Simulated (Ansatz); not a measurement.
Here is an Ansatz 0.2.0 calculation.

input.yaml

```yaml
crystal:
  lattice:
    - [2.4705617809, 0.0, 0.0]
    - [-1.2352808905, 2.1395692639, 0.0]
    - [0.0, 0.0, 8.0882338]
  atoms:
    - { symbol: Co, position: [0.6666666667, 0.3333333333, 0.75], spin: 2.0 }
    - { symbol: Co, position: [0.0, 0.0, 0.5], spin: 2.0 }
    - { symbol: Co, position: [0.3333333333, 0.6666666667, 0.25], spin: 2.0 }
    - { symbol: Co, position: [0.0, 0.0, 0.0], spin: 2.0 }
hamiltonian:
  xc: pbe
  pseudopotentials: { kind: paw }
magnetization:
  spin_polarized: true
kpoints:
  mp_grid: { grid: [12, 12, 4] }
scf:
  occupations: { method: gaussian, width: 0.017 }
output:
  forces: true
  stress: true
  eigenvalues: true
  write_density: true
  write_potential: true
  elf: true
  volumetric_format: npy
```

Potentials or basis: Ansatz PAW.

The run is started by

```bash
$ ansatz run input.yaml --threads 2 --pin off --max-ram 5632MiB --backend cpu --events-out ev --progress --plain --runs-dir out
```

(1) Estimate the absolute moment.

(2) Predict the site moments.

## Answers

(1) 7.23 μB per cell.

(2) Co +1.74, +1.71 μB.
